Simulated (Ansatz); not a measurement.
# FeO: levels along high-symmetry lines

```xyz
2
Lattice="0.0000 2.3011 2.3011 2.3011 0.0000 2.3011 2.3011 2.3011 0.0000" Properties=species:S:1:pos:R:3 pbc="T T T"
Fe    0.0000    0.0000    0.0000
O     1.1506    1.1506    1.1506
```

Atoms are numbered in the order listed.

The structure comes from a relaxation in the same program, started in the zincblende type, and has space group F-43m. Whether it is a known phase or the ground state wasn't checked.

Semilocal functionals without U often leave such compounds metallic or with too small a gap, and the real magnetic order may differ.

Other magnetic orders may lie lower; this is the state that the run reached.

All numbers below come from DFT, PBE, all-electron LAPW, scalar-relativistic (Ansatz 0.2.0).

Sampling and basis: a Γ-centred 13×13×13 k mesh, Fermi–Dirac smearing of 0.08 eV, basis error target 0.5 meV/atom, spin-polarised from start moments Fe1 3 μB, ending with a cell moment of 4.01 μB.

Points in fractions of the reciprocal vectors of this cell: Γ (0, 0, 0), X (-0.5, -0.5, 0), U (-0.375, -0.375, 0.25), K (-0.375, 0, 0.375), L (0, 0, 0.5), W (-0.5, -0.25, 0.25). The path joins them by straight lines in the order Γ–X–U–K–Γ–L–W–X; legs that retrace an earlier one aren't tabulated. Energies are in eV from the Fermi level.

Metal or insulator at this level of theory?

No gap opens: metallic or semimetallic.

Tabulate bands 11 to 16 of the spin-up channel, counted from the lowest band of the run, along the path.


```tsv
k (1/Å)	point	band 11	band 12	band 13	band 14	band 15	band 16
0.00	Γ	-3.48	-0.80	-0.30	-0.30	-0.30	12.94
0.34		-3.43	-0.91	-0.54	-0.54	0.40	12.02
0.68		-3.33	-1.35	-1.20	-1.20	2.00	10.69
1.02		-3.22	-2.12	-1.96	-1.96	3.61	9.37
1.37	X	-3.17	-2.64	-2.33	-2.33	4.33	8.74
1.49		-3.18	-2.76	-2.30	-2.27	4.43	8.74
1.61		-3.22	-2.92	-2.21	-2.20	4.70	8.75
1.73		-3.27	-2.99	-2.21	-2.05	5.09	8.74
1.85	U	-3.33	-2.92	-2.27	-1.86	5.55	8.19
2.06		-3.36	-2.90	-2.41	-1.71	5.84	7.86
2.27		-3.38	-2.94	-2.49	-1.64	6.02	7.73
2.47		-3.36	-2.90	-2.41	-1.71	5.84	7.86
2.68	K	-3.33	-2.92	-2.27	-1.86	5.55	8.19
3.05		-3.50	-2.53	-2.35	-1.23	5.16	7.68
3.41		-3.35	-1.85	-1.56	-0.69	2.60	9.57
3.77		-3.46	-1.08	-0.62	-0.38	0.51	11.38
4.13	Γ	-3.48	-0.80	-0.30	-0.30	-0.30	12.94
4.43		-3.50	-1.03	-0.39	-0.39	0.22	11.52
4.72		-3.49	-1.81	-0.67	-0.67	1.66	9.18
5.02		-3.39	-2.70	-1.01	-1.01	3.40	7.19
5.31	L	-3.30	-3.11	-1.19	-1.19	4.61	5.99
5.56		-3.32	-3.09	-1.42	-1.26	5.07	6.00
5.80		-3.33	-3.01	-1.95	-1.45	5.98	6.27
6.04		-3.38	-2.94	-2.49	-1.64	6.02	7.73
6.28	W	-3.49	-3.01	-2.66	-1.72	6.01	8.84
6.45		-3.44	-3.00	-2.61	-1.77	5.68	8.80
6.62		-3.31	-2.96	-2.50	-1.92	5.04	8.76
6.79		-3.20	-2.81	-2.38	-2.15	4.52	8.74
6.96	X	-3.17	-2.64	-2.33	-2.33	4.33	8.74
```
